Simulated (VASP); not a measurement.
Write the native input for VASP 6.6.1 that does the following.

```
Task                   : single point
Functional             : r2SCAN
Potentials or basis    : VASP PAW PBE potentials, release 64 (Si)
Cutoff                 : 520 eV
k mesh                 : 10 × 10 × 10
Occupations            : gaussian, width 0.02 eV
Spin                   : no spin polarisation
Dipole correction      : no
Further INCAR settings : ALGO = Normal; EDIFF = 1e-06; NBANDS = 16
```

Crystal: Si.

```
Si
1.0
    -3.32733    3.32733    1.92188
     3.32733   -3.32733    1.92188
     3.32733    3.32733   -1.92188
Si
4
Direct
  0.17875 0.17875 0.35751
  0.82125 0.82125 0.64249
  0.17875 0.82125 0.00000
  0.82125 0.17875 0.00000
```

This isn't the form of Si at room conditions, which is diamond.

The input as run:

POSCAR

```
Si
1.0
   -3.3273296547      3.3273296547      1.9218805220
    3.3273296547     -3.3273296547      1.9218805220
    3.3273296547      3.3273296547     -1.9218805220
Si
4
Direct
    0.1787531995      0.1787531995      0.3575063990
    0.8212468005      0.8212468005      0.6424936010
    0.1787531995      0.8212468005      0.0000000000
    0.8212468005      0.1787531995      0.0000000000
```

INCAR.step1

```
SYSTEM = Si
  PREC = Accurate
  ENCUT = 520
  ISMEAR = 0
  SIGMA = 0.02
  LREAL = .FALSE.
  LASPH = .TRUE.
  NELM = 100
  NBANDS = 16
  GGA = PE
  ALGO = Normal
  EDIFF = 1E-4
  LWAVE = .TRUE.
  LCHARG = .FALSE.
```

INCAR.step2

```
SYSTEM = Si
  PREC = Accurate
  ENCUT = 520
  EDIFF = 1E-6
  ISMEAR = 0
  SIGMA = 0.02
  LREAL = .FALSE.
  LASPH = .TRUE.
  NELM = 100
  ALGO = Normal
  ISIF = 2
  LWAVE = .FALSE.
  LCHARG = .FALSE.
  METAGGA = R2SCAN
  LMIXTAU = .TRUE.
  NBANDS = 16
  ISTART = 1
```

KPOINTS

```
Automatic mesh
0
G
  10 10 10
  0 0 0
```

Potentials or basis: VASP PAW PBE potentials, release 64 (Si).

The run is started by

```bash
$ cat potpaw_PBE.64/Si/POTCAR > POTCAR
$ cp INCAR.step1 INCAR
$ mpirun -np 1 vasp_std > vasp.out
$ cp INCAR.step2 INCAR
$ mpirun -np 1 vasp_std > vasp.out
```

It gave:

- Pressure: -0.2 GPa
- Largest force: 0.004 eV/Å
- Band gap on the k mesh: 0.50 eV, indirect (least direct gap 0.60 eV)

Caveat: the PAW data sets were made with another functional, which shifts forces and pressure a little.

It took 5 min on 1 thread of Intel(R) Xeon(R) 6975P-C (Granite Rapids) (shared host), peak memory 0.3 GiB.
